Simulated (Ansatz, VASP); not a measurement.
# TiN in VASP and in Ansatz

Contents of INCAR:

```
SYSTEM = TiN
PREC = Accurate
ENCUT = 600
EDIFF = 1E-6
ISMEAR = -1
SIGMA = 0.08
LREAL = .False.
LASPH = .True.
NELM = 80
ALGO = Normal
ISIF = 3
LWAVE = .False.
LCHARG = .False.
IBRION = 2
NSW = 60
EDIFFG = -0.005
```

The input KPOINTS:

```
regular mesh
0
Gamma
  17 17 17
  0 0 0
```

The input POSCAR:

```
TiN
1.0
    0.0000000000      2.1544346900      2.1544346900
    2.1544346900      0.0000000000      2.1544346900
    2.1544346900      2.1544346900      0.0000000000
Ti N
1 1
Direct
    0.0000000000      0.0000000000      0.0000000000
    0.5000000000      0.5000000000      0.5000000000
```

Input for Ansatz:

```yaml
crystal:
  lattice:
    - [0.0, 2.15443469, 2.15443469]
    - [2.15443469, 0.0, 2.15443469]
    - [2.15443469, 2.15443469, 0.0]
  atoms:
    - { symbol: Ti, position: [0.0, 0.0, 0.0] }
    - { symbol: "N", position: [0.5, 0.5, 0.5] }
kpoints:
  mp_grid: { grid: [17, 17, 17] }
scf:
  occupations: { method: fermi_dirac, width: 0.08 }
hamiltonian:
  xc: lda
  pseudopotentials: { kind: paw }
output:
  forces: true
  stress: true
relax:
  f_tol: 0.005
  max_steps: 40
  cell: {}
```

Alike in both runs: task relaxation of cell and atoms; functional LDA; k mesh 17 × 17 × 17; occupations fermi-dirac, width 0.08 eV; no spin polarisation.

|  | VASP | Ansatz |
| --- | --- | --- |
| version | VASP 6.6.1 | Ansatz 0.2.0 |
| potentials or method | VASP PAW LDA potentials, release 64 (Ti_sv, N) | PAW with Ansatz's default frozen-core files, scalar-relativistic |
| plane-wave cutoff (eV) | 600 | 420 |
| valence electrons in the cell | 17 | 17 |

```csv
,VASP,Ansatz,Ansatz less VASP
relaxed volume (Å³/atom),9.10,9.08,-0.028
relaxed cell length with the largest relative difference (Å),2.953,2.950,-0.0030
energy change over the relaxation (meV/atom),-74,-79,-5.0
```
